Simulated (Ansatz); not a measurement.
TaN: zone-centre modes at 18 GPa

These are results of DFT PBE, scalar-relativistic, plane waves, PAW in Ansatz, not measurements. Cutoff 420 eV, 16×16×16 k-points (Γ-centred), Fermi-Dirac smearing of 0.15 eV. No spin polarisation. Phonons by linear response, acoustic sum rule imposed.

The cell, relaxed at 18 GPa:
```yaml
crystal:
  lattice:
    - [0.00000, 2.17329, 2.17329]
    - [2.17329, 0.00000, 2.17329]
    - [2.17329, 2.17329, 0.00000]
  atoms:
    - { symbol: Ta, position: [0.50000, 0.50000, 0.50000] }
    - { symbol: N, position: [0.00000, 0.00000, 0.00000] }
```

In a metal, frequencies and elastic constants depend on the k mesh and the smearing, soft modes and shear constants most. Spin–orbit coupling is left out, which can shift energies with elements as heavy as these. Other phases may be more stable at this pressure.

(1) Is this structure stable against zone-centre distortions?

(2) List the optical modes at Γ (i marks imaginary ones).

## Answers

(1) Yes, at Γ: no optical mode is imaginary. Strains and other wave vectors aren't tested by this run.

(2)
| frequency (cm⁻¹) | degeneracy |
| --- | --- |
| 445 | 3 |

This rock-salt form isn't the usual stable structure of the compound at low pressure.

Cost: 1 run of about 0.57 core-minutes, on AMD EPYC 7R43 (Zen 3) (shared hosts).